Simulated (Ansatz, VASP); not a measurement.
One calculation of Mo, two programs

```xyz
1
Lattice="-1.5645 1.5645 1.5645 1.5645 -1.5645 1.5645 1.5645 1.5645 -1.5645" Properties=species:S:1:pos:R:3 pbc="T T T"
Mo    0.0000    0.0000    0.0000
```

Alike in both runs: functional PBEsol; k mesh 16 × 16 × 16; occupations fermi-dirac, width 0.08 eV; no spin polarisation.

Ansatz relaxed the structure, and its values are those at the end. VASP's run is a single point on that final structure, the one shown.

```csv
,VASP,Ansatz
version,VASP 6.6.1,Ansatz 0.2.0
potentials or method,"VASP PAW PBE potentials, release 64 (Mo_sv)","PAW with Ansatz's default frozen-core files, scalar-relativistic"
plane-wave cutoff (eV),520,420
valence electrons in the cell,14,14
```

```tsv
	VASP	Ansatz	Ansatz less VASP
pressure (GPa)	0.6	0.0	-0.55
```

Caveats: the PAW data sets were made with another functional, which shifts forces and pressure a little (VASP).
